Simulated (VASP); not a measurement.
# Ru (P6_3/mmc) in VASP: notebook, part 2 of 2

VASP 6.6.1.

## (5) Single point, PBEsol (grid = ENCUT=340 dk=0.35 cell=2x2x2 ISMEAR=1 SIGMA=0.1 LREAL=Auto EDIFF=1e-06)

INCAR

```
SYSTEM = Ru
PREC = Accurate
ENCUT = 340
EDIFF = 1E-6
ISMEAR = 1
SIGMA = 0.1
LREAL = Auto
LASPH = .True.
NELM = 120
ALGO = Fast
ISIF = 2
LWAVE = .False.
LCHARG = .False.
GGA = PS
NBANDS = 128
```

KPOINTS

```
Automatic mesh
0
Gamma
  4 4 3
  0 0 0
```

POSCAR

```
Ru
1.0
    5.4116000000      0.0000000000      0.0000000000
   -2.7058000000      4.6865830752      0.0000000000
    0.0000000000      0.0000000000      8.5638000000
Ru
16
Direct
    0.3333333334      0.1666666666      0.3750000000
    0.3333333334      0.1666666666      0.8750000000
    0.3333333334      0.6666666666      0.3750000000
    0.3333333334      0.6666666666      0.8750000000
    0.8333333333      0.1666666666      0.3750000000
    0.8333333333      0.1666666666      0.8750000000
    0.8333333333      0.6666666666      0.3750000000
    0.8333333333      0.6666666666      0.8750000000
    0.1666666666      0.3333333334      0.1250000000
    0.1666666666      0.3333333334      0.6250000000
    0.1666666666      0.8333333333      0.1250000000
    0.1666666666      0.8333333333      0.6250000000
    0.6666666666      0.3333333334      0.1250000000
    0.6666666666      0.3333333334      0.6250000000
    0.6666666666      0.8333333333      0.1250000000
    0.6666666666      0.8333333333      0.6250000000
```

Potentials or basis: VASP PAW PBE potentials, release 64 (Ru_pv).

Launch:

```console
cat potpaw_PBE.64/Ru_pv/POTCAR > POTCAR
mpirun -np 1 vasp_std > vasp.out
```

OUTCAR:

```text
SYSTEM = Ru
   PREC = Accurate
   ENCUT = 340
   EDIFF = 1E-6
   ISMEAR = 1
   LREAL = Auto
   LASPH = .True.
   NELM = 120
   ISIF = 2
   GGA = PS

 Found      8 irreducible k-points:

 Following reciprocal coordinates:
            Coordinates               Weight
  0.000000  0.000000  0.000000      1.000000
  0.250000  0.000000  0.000000      6.000000
  0.500000  0.000000  0.000000      3.000000
  0.250000  0.250000  0.000000      6.000000
  0.000000  0.000000  0.333333      2.000000
  0.250000  0.000000  0.333333     12.000000
   k-points           NKPTS =      8   k-points in BZ     NKDIM =      8   number of bands    NBANDS=    128
   number of dos      NEDOS =    301   number of ions     NIONS =     16
   total plane-waves  NPLWV =  69984
   dimension x,y,z NGX =    36 NGY =   36 NGZ =   54
   dimension x,y,z NGXF=    72 NGYF=   72 NGZF=  108
   ions per type =              16
   NGX,Y,Z   is equivalent  to a cutoff of  11.06, 11.06, 10.48 a.u.
   NGXF,Y,Z  is equivalent  to a cutoff of  22.12, 22.12, 20.97 a.u.
 SYSTEM =  Ru
   PREC   = accura    normal or accurate (medium, high low for compatibility)
   ISTART =      0    job   : 0-new  1-cont  2-samecut
   ICHARG =      2    charge: 1-file 2-atom 10-const
   ISPIN  =      1    spin polarized calculation?
   LNONCOLLINEAR =      F non collinear calculations
   LSORBIT =      F    spin-orbit coupling
   LASPH  =      T    aspherical Exc in radial PAW
   ENCUT  =  340.0 eV  24.99 Ry    5.00 a.u.   8.14  8.14 12.88*2*pi/ulx,y,z
   NELM   =    120;   NELMIN=  2; NELMDL= -5     # of ELM steps
   EDIFF  = 0.1E-05   stopping-criterion for ELM
   LREAL  =      T    real-space projection
   EDIFFG = 0.1E-04   stopping-criterion for IOM
   NSW    =      0    number of steps for IOM
   IBRION =     -1    ionic relax: 0-MD 1-quasi-New 2-CG
   NFREE  =      0    steps in history (QN), initial steepest desc. (CG)
   ISIF   =      2    stress and relaxation
   ISYM   =      2    0-nonsym 1-usesym 2-fastsym
   POTIM  = 0.5000    time-step for ionic-motion
   TEBEG  =    0.0;   TEEND  =   0.0 temperature during run
   PSTRESS=    0.0 pullay stress
   NELECT =     224.0000    total number of electrons
   NUPDOWN=      -1.0000    fix difference up-down
   EMIN   =  10.00;   EMAX   =-10.00  energy-range for DOS
   EFERMI =   0.00;   METHOD = LEGACY
   ISMEAR =     1;   SIGMA  =   0.10  broadening in eV -4-tet -1-fermi 0-gaus
   EFERMI_NEDOS =   21; number of points for ismear=-14 and -15
   IALGO  =     68    algorithm
   IMIX   =      4    mixing-type and parameters
     AMIX     =   0.40;   BMIX     =  1.00
     AMIX_MAG =   1.60;   BMIX_MAG =  1.00
  volume/ion in A,a.u.               =      13.57        91.61
  Fermi-wavevector in a.u.,A,eV,Ry     =   1.654022  3.125649 37.222674  2.735789
  Thomas-Fermi vector in A             =   2.742361
   LORBIT       =      0    0 simple, 1 ext, 2 COOP (PROOUT), +10 PAW based schemes
   GGA     = PS    functional components
   LHFCALC =     F    Hartree Fock is set to
   AEXX    =    0.0000 exact exchange contribution
   IVDW    =     0    specifies the selected vdW correction
   LEPSILON=     F    determine dielectric tensor
   LRPA    =     F    only Hartree local field effects (RPA)
 non-spin polarized calculation
 RMM-DIIS sequential band-by-band and
 Methfessel and Paxton  Order N= 1 SIGMA  =   0.10
  energy-cutoff  :      340.00
  volume of cell :      217.19
 maximum number of plane-waves:      3110
 NGX is ok and might be reduce to    36
   NGX = 17   NGY = 17   NGZ = 25

 number of electron     224.0000064 magnetization

 Free energy of the ion-electron system (eV)
  ---------------------------------------------------
  ext. energy  EPLUGINS =         0.00000000
  ---------------------------------------------------
  free energy    TOTEN  =      -162.82327789 eV

  energy without entropy =     -162.79752023  energy(sigma->0) =     -162.81469201

 E-fermi :  12.6531     XC(G=0): -14.2822

 val. band max:       12.6406076748   @ k =   0.2500   0.0000   0.3333
 cond. band min:      12.6595093817   @ k =   0.2500   0.2500   0.3333
 fundamental gap:      0.0189017069
 Fermi energy:        12.6530585587

 k-point     1 :       0.0000    0.0000    0.0000
  band No.  band energies     occupation
      1     -30.8955      2.00000
      2     -30.7802      2.00000
      3     -30.7802      2.00000
      4     -30.7802      2.00000
      5     -30.7802      2.00000
      6     -30.7802      2.00000
[... 116 lines left out ...]
    123      14.4208     -0.00000
    124      14.4230     -0.00000

 k-point     2 :       0.2500    0.0000    0.0000
  band No.  band energies     occupation
      1     -30.8424      2.00000
      2     -30.7281      2.00000
      3     -30.7281      2.00000
      4     -30.7281      2.00000
      5     -30.7281      2.00000
      6     -30.6897      2.00000
[... 116 lines left out ...]
    123      14.2049     -0.00000
    124      14.2164     -0.00000

 k-point     3 :       0.5000    0.0000    0.0000
  band No.  band energies     occupation
      1     -30.6995      2.00000
      2     -30.6995      2.00000
      3     -30.6614      2.00000
      4     -30.6614      2.00000
      5     -30.6614      2.00000
      6     -30.6614      2.00000
[... 116 lines left out ...]
    123      14.2862     -0.00000
    124      14.3152     -0.00000

 k-point     4 :       0.2500    0.2500    0.0000
  band No.  band energies     occupation
      1     -30.7441      2.00000
      2     -30.6705      2.00000
      3     -30.6705      2.00000
      4     -30.5963      2.00000
      5     -30.5963      2.00000
      6     -30.5963      2.00000
[... 116 lines left out ...]
    123      14.0747     -0.00000
    124      14.0922     -0.00000

 k-point     5 :       0.0000    0.0000    0.3333
  band No.  band energies     occupation
      1     -30.8221      2.00000
      2     -30.8014      2.00000
      3     -30.8014      2.00000
      4     -30.8014      2.00000
      5     -30.7492      2.00000
      6     -30.7492      2.00000
[... 116 lines left out ...]
    123      14.3708     -0.00000
    124      14.3733     -0.00000

 k-point     6 :       0.2500    0.0000    0.3333
  band No.  band energies     occupation
      1     -30.7786      2.00000
      2     -30.7449      2.00000
      3     -30.7449      2.00000
      4     -30.7241      2.00000
      5     -30.6909      2.00000
      6     -30.6909      2.00000
[... 116 lines left out ...]
    123      13.9590     -0.00000
    124      13.9595     -0.00000

 [... further k-points ...]

 [bands above 124 left out]

------------------------ aborting loop because EDIFF is reached ----------------------------------------

  FORCE on cell =-STRESS in cart. coord.  units (eV):
  Direction    XX          YY          ZZ          XY          YZ          ZX
  --------------------------------------------------------------------------------------
  -------------------------------------------------------------------------------------
  Total      -10.8796628    -10.8796628    -12.3371774     -0.0000000      0.0000000      0.0000000
  in kB      -80.2559966    -80.2559966    -91.0076435     -0.0000000      0.0000000      0.0000000
  external PRESSURE =     -83.8398789 kB  Pullay stress =       0.0000000 kB

 VOLUME and BASIS-vectors are now :
 -----------------------------------------------------------------------------
  energy-cutoff  :      340.00
  volume of cell :      217.19
      direct lattice vectors                 reciprocal lattice vectors
     5.411600000  0.000000000  0.000000000     0.184788233  0.106687536  0.000000000
    -2.705800000  4.686583075  0.000000000     0.000000000  0.213375072  0.000000000
     0.000000000  0.000000000  8.563800000     0.000000000  0.000000000  0.116770592

 POSITION                                       TOTAL-FORCE (eV/Angst)
 -----------------------------------------------------------------------------------
      1.35290      0.78110      3.21143         0.000000      0.000000     -0.000000
      1.35290      0.78110      7.49333         0.000000      0.000000      0.000000
      0.00000      3.12439      3.21143         0.000000      0.000000     -0.000000
      0.00000      3.12439      7.49333         0.000000      0.000000     -0.000000
      4.05870      0.78110      3.21143         0.000000     -0.000000      0.000000
      4.05870      0.78110      7.49333         0.000000      0.000000      0.000000
[... 8 lines left out ...]
      1.35290      3.90549      1.07048        -0.000000     -0.000000      0.000000
      1.35290      3.90549      5.35238        -0.000000     -0.000000      0.000000
 -----------------------------------------------------------------------------------
    total drift:                                0.000001      0.000002     -0.000000

  FREE ENERGIE OF THE ION-ELECTRON SYSTEM (eV)
  ---------------------------------------------------
  free  energy   TOTEN  =      -162.8232778938 eV

  energy  without entropy=     -162.7975202277  energy(sigma->0) =     -162.81469201
```

Run time: 2.3 min. Hardware: 1 thread of Intel Xeon 6975P-C (Granite Rapids), shared host; peak memory 0.28 GiB.

The run converged, but some of its settings lie outside the range that counts as converged, so its numbers aren't taken as properties of the crystal.

What came out:

```yaml
Free_energy: -162.8233 eV
Pressure: -8.4 GPa
Band_gap_on_the_k_mesh: none (metal or under the smearing width)
```

Caveat: the PAW data sets were made with another functional, which shifts forces and pressure a little.

## (6) Single point, PBEsol (grid = ENCUT=400 dk=0.35 cell=2x2x2 ISMEAR=1 SIGMA=0.1 LREAL=Auto EDIFF=1e-06)

INCAR, as its differences from that of step 5:

```diff
@@ -2,3 +2,3 @@
 PREC = Accurate
-ENCUT = 340
+ENCUT = 400
 EDIFF = 1E-6
```

KPOINTS is that of step 5.

POSCAR is that of step 5.

Potentials or basis: VASP PAW PBE potentials, release 64 (Ru_pv).

Launch:

```console
cat potpaw_PBE.64/Ru_pv/POTCAR > POTCAR
mpirun -np 1 vasp_std > vasp.out
```

Run time: 2.4 min. Hardware: 1 thread of Intel Xeon 6975P-C (Granite Rapids), shared host; peak memory 0.31 GiB.

These settings aren't checked as converged: the numbers below hold their error.

What came out:

```
Free energy            : -162.7723 eV
Pressure               : -7.5 GPa
Band gap on the k mesh : none (metal or under the smearing width)
```

Caveat: the PAW data sets were made with another functional, which shifts forces and pressure a little.
